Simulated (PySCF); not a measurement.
Compound: methylenecyclopropane, C4H6.
SMILES: `C=C1CC1`

The closed-shell ground state was solved at several levels (PySCF, density fitting, gas phase, non-relativistic). Geometry: PBE0-D3(BJ)/def2-TZVP; no solvent, vibrations or thermal averaging.

| level | basis functions | total energy (Eh) | HOMO (eV) | LUMO (eV) | gap (eV) | dipole (D) |
| --- | --- | --- | --- | --- | --- | --- |
| CAM-B3LYP/aug-cc-pVTZ | 322 | -155.9238 | -8.77 | 0.34 | 9.11 | 0.47 |
| PBE0/aug-cc-pVTZ | 322 | -155.8236 | -7.43 | -0.12 | 7.31 | 0.47 |
| wB97X-D/aug-cc-pVTZ | 322 | -155.9618 | -9.28 | 0.92 | 10.20 | 0.47 |

Task: What might PBE0/pcSseg-2 (228 basis functions) give for the same quantities?

Result: Total energy -155.8265 Eh, HOMO -7.44 eV, LUMO 0.03 eV, gap 7.47 eV, dipole 0.47 D.

Task: Over all these levels, which gives the widest orbital gap and which the narrowest?

Result: wB97X-D/aug-cc-pVTZ (range-separated hybrid) has the widest, 10.20 eV, and PBE0/aug-cc-pVTZ (global hybrid, 25 % exact exchange) the narrowest, 7.31 eV. The two share the basis. From the narrowest to the widest the HOMO moves by -1.85 eV and the LUMO by +1.04 eV.

Task: How far do the dipole and the HOMO energy spread over the levels?

Result: The dipole runs from 0.47 to 0.47 D (mean 0.47 D) and the HOMO from -9.28 to -7.43 eV.

wB97X-D is run here without its empirical dispersion term; that term would change no orbital, density or response property at a fixed geometry.
